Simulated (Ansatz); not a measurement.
# CdS: levels along high-symmetry lines

```yaml
crystal:
  lattice:
    - [4.13480, 0.00000, 0.00000]
    - [-2.06740, 3.58084, 0.00000]
    - [0.00000, 0.00000, 6.74900]
  atoms:
    - { symbol: Cd, position: [0.33333, 0.66667, 0.00000] }
    - { symbol: Cd, position: [0.66667, 0.33333, 0.50000] }
    - { symbol: S, position: [0.33333, 0.66667, 0.38500] }
    - { symbol: S, position: [0.66667, 0.33333, 0.88500] }
```

Atoms are numbered in the order listed.

The cell is COD entry 9008862, as deposited and not checked against the literature; nothing was relaxed. It differs from other determinations.

Computed with Ansatz 0.2.0, DFT, PBEsol, all-electron LAPW, scalar-relativistic.

The runs use a Γ-centred 7×7×4 k mesh, Fermi–Dirac smearing of 0.01 eV, basis error target 1 meV/atom, no spin polarisation.

Points in fractions of the reciprocal vectors of this cell: Γ (0, 0, 0), M (0.5, 0, 0), K (0.333, 0.333, 0), A (0, 0, 0.5), L (0.5, 0, 0.5), H (0.333, 0.333, 0.5). The path joins them by straight lines in the order Γ–M–K–Γ–A–L–H–A–L; legs that retrace an earlier one aren't tabulated. Energies are in eV from the top of the valence band.

(1) Metal or insulator at this level of theory?

(2) Tabulate bands 31 to 37, counted from the lowest band of the run, along the path.

Results:

(1) An insulator or semiconductor: gap 1.09 eV, direct at Γ.

(2) 
```json
{"k (1/Å)": "0.00", "point": "Γ", "band 31": "-0.71", "band 32": "-0.04", "band 33": "0.00", "band 34": "0.00", "band 35": "1.09", "band 36": "2.60", "band 37": "6.37"}
{"k (1/Å)": "0.13", "point": "", "band 31": "-0.78", "band 32": "-0.38", "band 33": "-0.07", "band 34": "-0.04", "band 35": "1.45", "band 36": "2.84", "band 37": "6.16"}
{"k (1/Å)": "0.25", "point": "", "band 31": "-1.03", "band 32": "-0.96", "band 33": "-0.17", "band 34": "-0.16", "band 35": "2.06", "band 36": "3.34", "band 37": "5.77"}
{"k (1/Å)": "0.38", "point": "", "band 31": "-1.70", "band 32": "-1.21", "band 33": "-0.35", "band 34": "-0.33", "band 35": "2.63", "band 36": "3.77", "band 37": "5.48"}
{"k (1/Å)": "0.50", "point": "", "band 31": "-2.30", "band 32": "-1.47", "band 33": "-0.59", "band 34": "-0.52", "band 35": "3.11", "band 36": "3.90", "band 37": "5.36"}
{"k (1/Å)": "0.63", "point": "", "band 31": "-2.66", "band 32": "-1.69", "band 33": "-0.87", "band 34": "-0.69", "band 35": "3.42", "band 36": "3.84", "band 37": "5.21"}
{"k (1/Å)": "0.75", "point": "", "band 31": "-2.65", "band 32": "-1.83", "band 33": "-1.12", "band 34": "-0.80", "band 35": "3.57", "band 36": "3.77", "band 37": "5.05"}
{"k (1/Å)": "0.88", "point": "M", "band 31": "-2.59", "band 32": "-1.89", "band 33": "-1.24", "band 34": "-0.84", "band 35": "3.61", "band 36": "3.74", "band 37": "4.99"}
{"k (1/Å)": "0.95", "point": "", "band 31": "-2.58", "band 32": "-1.93", "band 33": "-1.25", "band 34": "-0.89", "band 35": "3.68", "band 36": "3.83", "band 37": "4.98"}
{"k (1/Å)": "1.02", "point": "", "band 31": "-2.58", "band 32": "-2.05", "band 33": "-1.29", "band 34": "-1.03", "band 35": "3.86", "band 36": "4.08", "band 37": "4.97"}
{"k (1/Å)": "1.09", "point": "", "band 31": "-2.63", "band 32": "-2.15", "band 33": "-1.36", "band 34": "-1.21", "band 35": "4.10", "band 36": "4.43", "band 37": "4.93"}
{"k (1/Å)": "1.17", "point": "", "band 31": "-2.77", "band 32": "-2.15", "band 33": "-1.49", "band 34": "-1.36", "band 35": "4.37", "band 36": "4.78", "band 37": "4.88"}
{"k (1/Å)": "1.24", "point": "", "band 31": "-2.95", "band 32": "-2.07", "band 33": "-1.64", "band 34": "-1.49", "band 35": "4.58", "band 36": "4.84", "band 37": "5.03"}
{"k (1/Å)": "1.31", "point": "", "band 31": "-3.09", "band 32": "-1.94", "band 33": "-1.75", "band 34": "-1.63", "band 35": "4.66", "band 36": "4.90", "band 37": "5.10"}
{"k (1/Å)": "1.38", "point": "K", "band 31": "-3.14", "band 32": "-1.79", "band 33": "-1.79", "band 34": "-1.78", "band 35": "4.65", "band 36": "5.03", "band 37": "5.03"}
{"k (1/Å)": "1.53", "point": "", "band 31": "-2.94", "band 32": "-2.15", "band 33": "-1.64", "band 34": "-1.44", "band 35": "4.70", "band 36": "4.73", "band 37": "5.15"}
{"k (1/Å)": "1.67", "point": "", "band 31": "-2.49", "band 32": "-2.47", "band 33": "-1.32", "band 34": "-1.07", "band 35": "4.24", "band 36": "4.90", "band 37": "5.14"}
{"k (1/Å)": "1.82", "point": "", "band 31": "-2.58", "band 32": "-1.95", "band 33": "-0.94", "band 34": "-0.73", "band 35": "3.65", "band 36": "4.66", "band 37": "5.51"}
{"k (1/Å)": "1.96", "point": "", "band 31": "-2.09", "band 32": "-1.42", "band 33": "-0.56", "band 34": "-0.43", "band 35": "2.98", "band 36": "4.17", "band 37": "5.47"}
{"k (1/Å)": "2.11", "point": "", "band 31": "-1.34", "band 32": "-0.98", "band 33": "-0.25", "band 34": "-0.22", "band 35": "2.26", "band 36": "3.54", "band 37": "5.70"}
{"k (1/Å)": "2.25", "point": "", "band 31": "-0.81", "band 32": "-0.47", "band 33": "-0.08", "band 34": "-0.06", "band 35": "1.54", "band 36": "2.91", "band 37": "6.11"}
{"k (1/Å)": "2.40", "point": "Γ", "band 31": "-0.71", "band 32": "-0.04", "band 33": "0.00", "band 34": "0.00", "band 35": "1.09", "band 36": "2.60", "band 37": "6.37"}
{"k (1/Å)": "2.46", "point": "", "band 31": "-0.70", "band 32": "-0.18", "band 33": "-0.01", "band 34": "-0.01", "band 35": "1.22", "band 36": "2.61", "band 37": "6.38"}
{"k (1/Å)": "2.53", "point": "", "band 31": "-0.67", "band 32": "-0.48", "band 33": "-0.04", "band 34": "-0.04", "band 35": "1.50", "band 36": "2.63", "band 37": "6.39"}
{"k (1/Å)": "2.60", "point": "", "band 31": "-0.63", "band 32": "-0.63", "band 33": "-0.08", "band 34": "-0.08", "band 35": "1.82", "band 36": "2.67", "band 37": "6.22"}
{"k (1/Å)": "2.66", "point": "", "band 31": "-0.58", "band 32": "-0.58", "band 33": "-0.14", "band 34": "-0.14", "band 35": "2.13", "band 36": "2.71", "band 37": "6.03"}
{"k (1/Å)": "2.73", "point": "", "band 31": "-0.52", "band 32": "-0.52", "band 33": "-0.21", "band 34": "-0.21", "band 35": "2.40", "band 36": "2.74", "band 37": "5.91"}
{"k (1/Å)": "2.80", "point": "", "band 31": "-0.44", "band 32": "-0.44", "band 33": "-0.29", "band 34": "-0.29", "band 35": "2.59", "band 36": "2.75", "band 37": "5.89"}
{"k (1/Å)": "2.86", "point": "A", "band 31": "-0.37", "band 32": "-0.37", "band 33": "-0.37", "band 34": "-0.37", "band 35": "2.71", "band 36": "2.71", "band 37": "5.98"}
{"k (1/Å)": "2.99", "point": "", "band 31": "-0.55", "band 32": "-0.55", "band 33": "-0.42", "band 34": "-0.42", "band 35": "2.91", "band 36": "2.91", "band 37": "5.80"}
{"k (1/Å)": "3.11", "point": "", "band 31": "-0.94", "band 32": "-0.94", "band 33": "-0.58", "band 34": "-0.58", "band 35": "3.35", "band 36": "3.35", "band 37": "5.47"}
{"k (1/Å)": "3.24", "point": "", "band 31": "-1.25", "band 32": "-1.25", "band 33": "-0.79", "band 34": "-0.79", "band 35": "3.68", "band 36": "3.68", "band 37": "5.27"}
{"k (1/Å)": "3.36", "point": "", "band 31": "-1.36", "band 32": "-1.36", "band 33": "-1.02", "band 34": "-1.02", "band 35": "3.70", "band 36": "3.70", "band 37": "5.27"}
{"k (1/Å)": "3.49", "point": "", "band 31": "-1.35", "band 32": "-1.35", "band 33": "-1.21", "band 34": "-1.21", "band 35": "3.56", "band 36": "3.56", "band 37": "5.27"}
{"k (1/Å)": "3.61", "point": "", "band 31": "-1.34", "band 32": "-1.34", "band 33": "-1.31", "band 34": "-1.31", "band 35": "3.43", "band 36": "3.43", "band 37": "5.22"}
{"k (1/Å)": "3.74", "point": "L", "band 31": "-1.39", "band 32": "-1.39", "band 33": "-1.29", "band 34": "-1.29", "band 35": "3.39", "band 36": "3.39", "band 37": "5.19"}
{"k (1/Å)": "3.81", "point": "", "band 31": "-1.49", "band 32": "-1.49", "band 33": "-1.24", "band 34": "-1.24", "band 35": "3.45", "band 36": "3.45", "band 37": "5.22"}
{"k (1/Å)": "3.88", "point": "", "band 31": "-1.68", "band 32": "-1.68", "band 33": "-1.19", "band 34": "-1.19", "band 35": "3.61", "band 36": "3.61", "band 37": "5.31"}
{"k (1/Å)": "3.96", "point": "", "band 31": "-1.91", "band 32": "-1.91", "band 33": "-1.15", "band 34": "-1.15", "band 35": "3.82", "band 36": "3.82", "band 37": "5.46"}
{"k (1/Å)": "4.03", "point": "", "band 31": "-2.14", "band 32": "-2.14", "band 33": "-1.12", "band 34": "-1.12", "band 35": "4.02", "band 36": "4.02", "band 37": "5.66"}
{"k (1/Å)": "4.10", "point": "", "band 31": "-2.34", "band 32": "-2.34", "band 33": "-1.10", "band 34": "-1.10", "band 35": "4.17", "band 36": "4.17", "band 37": "5.86"}
{"k (1/Å)": "4.17", "point": "", "band 31": "-2.47", "band 32": "-2.47", "band 33": "-1.09", "band 34": "-1.09", "band 35": "4.26", "band 36": "4.26", "band 37": "6.00"}
{"k (1/Å)": "4.25", "point": "H", "band 31": "-2.51", "band 32": "-2.51", "band 33": "-1.08", "band 34": "-1.08", "band 35": "4.28", "band 36": "4.28", "band 37": "6.05"}
{"k (1/Å)": "4.39", "point": "", "band 31": "-2.36", "band 32": "-2.36", "band 33": "-1.11", "band 34": "-1.11", "band 35": "4.23", "band 36": "4.23", "band 37": "5.93"}
{"k (1/Å)": "4.54", "point": "", "band 31": "-1.99", "band 32": "-1.99", "band 33": "-1.18", "band 34": "-1.18", "band 35": "4.16", "band 36": "4.16", "band 37": "5.68"}
{"k (1/Å)": "4.68", "point": "", "band 31": "-1.55", "band 32": "-1.55", "band 33": "-1.24", "band 34": "-1.24", "band 35": "4.12", "band 36": "4.12", "band 37": "5.39"}
{"k (1/Å)": "4.83", "point": "", "band 31": "-1.29", "band 32": "-1.29", "band 33": "-1.04", "band 34": "-1.04", "band 35": "3.96", "band 36": "3.96", "band 37": "5.22"}
{"k (1/Å)": "4.97", "point": "", "band 31": "-1.04", "band 32": "-1.04", "band 33": "-0.68", "band 34": "-0.68", "band 35": "3.51", "band 36": "3.51", "band 37": "5.38"}
{"k (1/Å)": "5.11", "point": "", "band 31": "-0.61", "band 32": "-0.61", "band 33": "-0.44", "band 34": "-0.44", "band 35": "2.97", "band 36": "2.97", "band 37": "5.75"}
{"k (1/Å)": "5.26", "point": "A", "band 31": "-0.37", "band 32": "-0.37", "band 33": "-0.37", "band 34": "-0.37", "band 35": "2.71", "band 36": "2.71", "band 37": "5.98"}
```
